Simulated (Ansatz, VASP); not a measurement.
Two plane-wave programs on SrO

```xyz
4
Lattice="3.5985 0.0000 0.0000 -1.7993 3.1164 0.0000 0.0000 0.0000 6.3170" Properties=species:S:1:pos:R:3 pbc="T T T"
Sr    0.0000    0.0000    0.0000
Sr    0.0000    0.0000    3.1585
O     0.0000    2.0776    1.5793
O     1.7993    1.0388    4.7378
```

Alike in both runs: task single point; functional r2SCAN; k mesh 9 × 9 × 4; no spin polarisation.

```csv
,VASP,Ansatz
version,VASP 6.6.1,Ansatz 0.2.0
potentials or method,"VASP PAW PBE potentials, release 64 (Sr_sv, O)","plane waves, PAW"
plane-wave cutoff (eV),520,500
occupations,"gaussian, width 0.01 eV",fixed
valence electrons in the cell,32,32
```

|  | VASP | Ansatz | Ansatz less VASP |
| --- | --- | --- | --- |
| gap on the k mesh at the Fermi level (eV) | 3.86 | 3.89 | +0.033 |
| pressure (GPa) | -2.0 | -2.5 | -0.50 |
| largest component of the traceless stress (GPa) | 0.11 | 0.19 | +0.084 |

Caveats: the PAW data sets were made with another functional, which shifts forces and pressure a little (VASP); an odd mesh through Γ misses points on the zone boundary, where band edges often lie. r2SCAN opens gaps a little over a GGA but as a rule still falls short of measured ones.
